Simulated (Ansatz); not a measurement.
An ordered 4-atom cell of ZnSnN2 on the rocksalt lattice (R-3m), relaxed with r2SCAN: 3 runs in Ansatz, each a construction of maximally localised Wannier functions. Space group R-3m (No. 166), trigonal; a = 3.167 Å, c = 15.449 Å in the conventional setting, 11.19 Å³ an atom. Zn is surrounded by 6 N at 2.27 Å; Sn is surrounded by 6 N at 2.21 Å; N is surrounded by 3 Sn at 2.21 Å and 3 Zn at 2.27 Å. The calculation is spin-unpolarised, and the structure need not be a phase that has been made.

```xyz
4
Lattice="1.5837 0.9143 5.1498 -1.5837 0.9143 5.1498 0.0000 -1.8287 5.1498" Properties=species:S:1:pos:R:3 pbc="T T T"
Zn    1.5837    0.9143    5.1498
Sn    0.0000    0.0000    7.7247
N     0.0000    0.0000    3.8078
N     0.0000    0.0000   11.6416
```

Windows count from the top of the filled bands; a dash means that no such window was set (without an outer window there is no disentanglement). Rows marked drawn have settings drawn at random (some not listed).

```csv
functional,SCF mesh,trial orbitals,functions,mesh,window (eV),frozen (eV),settings,Ω total (Å²),Ω invariant (Å²),largest spread (Å²),least projectability,"interpolation miss of the model's filled bands (eV, to the nearest computed level)"
PBE,8×8×8,"Zn d, N p",11,6×6×6,–,–,chosen,12.72,12.31,1.84,0.54,0.136
HSE06,6×6×6,"Zn d, N p",11,6×6×6,–,–,chosen,11.92,11.61,1.70,0.58,–
PBE,8×8×8,"Zn d, N p",11,2×2×2,–,–,drawn,8.60,8.27,1.36,0.59,1.417
```

A dash in the last column means that the miss wasn't evaluated.

The runs are scalar-relativistic, without spin-orbit coupling.
